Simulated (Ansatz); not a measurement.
Band edges of AlAs (F-43m)

```
CELL_PARAMETERS angstrom
0.00000 2.83733 2.83733
2.83733 0.00000 2.83733
2.83733 2.83733 0.00000
ATOMIC_POSITIONS crystal
Al 0.00000 0.00000 0.00000
As 0.75000 0.75000 0.75000
```

Conventional cell: a = 5.675 Å, b = 5.675 Å, c = 5.675 Å, α = 90.00°, β = 90.00°, γ = 90.00°. Al (atom 1) has 4 As at 2.46 Å as nearest neighbours. As (atom 2) has 4 Al at 2.46 Å as nearest neighbours.

Computed, not measured; unless marked otherwise by PBEsol, all-electron LAPW in Ansatz 0.2.0, scalar-relativistic. k mesh 8×8×8, fixed occupations, basis error target 1 meV/atom. The cell was relaxed by PAW under this functional.

Extrema are searched on a 12×12×12 mesh and refined by Newton steps; masses come from band slopes 0.005 Å⁻¹ away, 1/m* = (1/ħ²) d²E/dk², negative for holes (the finite step makes the lightest masses up to about 3 % heavy). k is in units of the reciprocal vectors.

Problem. Where are the band edges, and is the gap direct?

Solution. The valence maximum lies at Gamma (0.000, 0.000, 0.000) and the conduction minimum at X (0.000, -0.500, -0.500), so the Kohn-Sham gap of 1.342 eV is indirect; the least direct gap on the mesh is 1.906 eV. A further conduction extremum at Gamma (0.000, 0.000, 0.000) lies 0.564 eV from the edge (1 equivalent point). A further conduction extremum at L (0.000, 0.000, -0.500) lies 0.710 eV from the edge (4 equivalent points).

Problem. What are the electron masses at the edge?

Solution. The principal masses are 0.234, 0.234, 0.829 mₑ. One valley has a density-of-states mass (m₁m₂m₃)^(1/3) = 0.357; 3 valleys give N^(2/3) times that, 0.742; the direction-averaged conductivity mass 3/Σ(1/mᵢ) is 0.307 mₑ.

Problem. Several bands lie at or near the hole edge, or its surface isn't an ellipsoid. What are the masses by direction?

Solution. 

```json
{"direction": "100", "branch from the edge": "1", "its level at the point (eV from the edge)": "0.000", "m*/mₑ": "-0.477"}
{"direction": "100", "branch from the edge": "2", "its level at the point (eV from the edge)": "0.000", "m*/mₑ": "-0.477"}
{"direction": "100", "branch from the edge": "3", "its level at the point (eV from the edge)": "0.000", "m*/mₑ": "-0.112"}
{"direction": "110", "branch from the edge": "1", "its level at the point (eV from the edge)": "0.000", "m*/mₑ": "-5.2"}
{"direction": "110", "branch from the edge": "2", "its level at the point (eV from the edge)": "0.000", "m*/mₑ": "-0.477"}
{"direction": "110", "branch from the edge": "3", "its level at the point (eV from the edge)": "0.000", "m*/mₑ": "-0.0926"}
{"direction": "111", "branch from the edge": "1", "its level at the point (eV from the edge)": "0.000", "m*/mₑ": "-1.21"}
{"direction": "111", "branch from the edge": "2", "its level at the point (eV from the edge)": "0.000", "m*/mₑ": "-1.21"}
{"direction": "111", "branch from the edge": "3", "its level at the point (eV from the edge)": "0.000", "m*/mₑ": "-0.0874"}
{"direction": "11-2", "branch from the edge": "1", "its level at the point (eV from the edge)": "0.000", "m*/mₑ": "-1.34"}
{"direction": "11-2", "branch from the edge": "2", "its level at the point (eV from the edge)": "0.000", "m*/mₑ": "-0.684"}
{"direction": "11-2", "branch from the edge": "3", "its level at the point (eV from the edge)": "0.000", "m*/mₑ": "-0.0919"}
```

Problem. Along the Cartesian direction 111 the conduction slope is 0.1239 eV·Å one step out. What is it four steps out, and what does that say?

Solution. 0.4915 eV·Å, 3.968 times the first; a parabola would give 4, so the band is nearly parabolic here.

Problem. What electronic dielectric constant and refractive index follow from the same bands (independent particles)?

Solution. ε∞ = (10.27, 10.27, 10.27), so n ≈ √ε∞ = 3.20 (mean over directions) well under the gap and the normal reflectivity is ((n − 1)/(n + 1))² = 0.275. With the conductivity mass, a hydrogenic donor screened by ε∞ alone would bind by 13.6 eV × m*/ε∞² = 40 meV; static screening by the ions makes it shallower. Local fields, left out here, lower ε∞ by several per cent.

Problem. What gap does PAW give in the same cell?

Solution. 1.343 eV, 1 meV from the LAPW value.

Limits of these numbers: no spin-orbit coupling on heavy atoms; semilocal gaps are low, and what follows the gap (onsets, screening, light masses) shifts with it; without spin-orbit coupling, bands that meet at the valence top are not the light and heavy holes of experiment; the frozen-core PAW files of the compared runs were fitted under PBE, their cores solved anew for this functional.
